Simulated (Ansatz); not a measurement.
Space group P4_2/mnm (No. 136). a = 4.186 Å, b = 4.186 Å, c = 5.410 Å, α = 90.00°, β = 90.00°, γ = 90.00°
```csv
atom,site,symmetry,x,y,z
N,4f,m.2m,0.9077,0.9077,0.0000
```

Equation of state of this N structure (not necessarily the ground state), with shape and atoms relaxed at each volume where symmetry leaves them free. Method: Ansatz 0.2.0, DFT r2SCAN, scalar-relativistic, plane waves, PAW.

Settings: cutoff 500 eV, Γ-centred mesh 6×6×4 on the computed 4-atom cell, Gaussian smearing of 0.02 eV; no spin polarisation.

| V (Å³/atom) | E − E(largest V) (meV/atom) | P (GPa) | gap on mesh (eV) |
| --- | --- | --- | --- |
| 22.275 | 0.22 | 0.10 | 7.75 |
| 22.986 | -0.13 | 0.04 | 7.82 |
| 23.697 | -0.25 | 0.00 | 7.88 |
| 24.408 | -0.19 | -0.04 | 7.94 |
| 25.119 | 0.00 | -0.06 | 8.00 |

Problem. Fit a third-order Birch–Murnaghan equation to E(V).

Solution. V0 = 23.79 Å³/atom, B0 = 1 GPa, B0' = 8.2.

The cell holds molecules, and where no dispersion correction was added their binding is poorly described.

Cost: 5 runs of about 0.93 core-minutes in all, on Intel Xeon 6975P-C (Granite Rapids) (shared hosts).